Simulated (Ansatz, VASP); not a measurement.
TiC in VASP and in Ansatz

INCAR

```
SYSTEM = TiC
PREC = Accurate
ENCUT = 520
EDIFF = 1E-6
ISMEAR = -1
SIGMA = 0.03
LREAL = .False.
LASPH = .True.
NELM = 100
ALGO = Normal
ISIF = 2
LWAVE = .False.
LCHARG = .False.
GGA = PE
NBANDS = 15
```

Contents of KPOINTS:

```
regular mesh
0
Gamma
  16 16 16
  0 0 0
```

POSCAR

```
TiC
1.0
    0.0000000000      2.1854271361      2.1854271361
    2.1854271361      0.0000000000      2.1854271361
    2.1854271361      2.1854271361      0.0000000000
Ti C
1 1
Direct
    0.0000000000      0.0000000000      0.0000000000
    0.5000000000      0.5000000000      0.5000000000
```

Input for Ansatz:

```yaml
crystal:
  lattice:
    - [0.0, 2.1854271361, 2.1854271361]
    - [2.1854271361, 0.0, 2.1854271361]
    - [2.1854271361, 2.1854271361, 0.0]
  atoms:
    - { symbol: Ti, position: [0.0, 0.0, 0.0] }
    - { symbol: C, position: [0.5, 0.5, 0.5] }
kpoints:
  mp_grid: { grid: [16, 16, 16] }
scf:
  occupations: { method: fermi_dirac, width: 0.03 }
hamiltonian:
  xc: pbe
  pseudopotentials: { kind: all_electron, lapw: { basis_error: 0.001 } }
output:
  forces: true
  stress: true
  eigenvalues: true
```

Change from the starting cell: volume scaled by 1.03.

Alike in both runs: task single point; functional PBE; k mesh 16 × 16 × 16; occupations fermi-dirac, width 0.03 eV; no spin polarisation.

```csv
,VASP,Ansatz
version,VASP 6.6.1,Ansatz 0.2.0
potentials or method,"VASP PAW PBE potentials, release 64 (Ti_sv, C)","all-electron LAPW, scalar-relativistic"
plane-wave cutoff (eV),520,see its input
```

Ansatz gave:

- pressure (GPa): -6.2

Estimate VASP's values.

pressure (GPa): -6.0.

Ansatz ran all-electron here, so the differences hold the error of VASP's frozen core and of both bases.
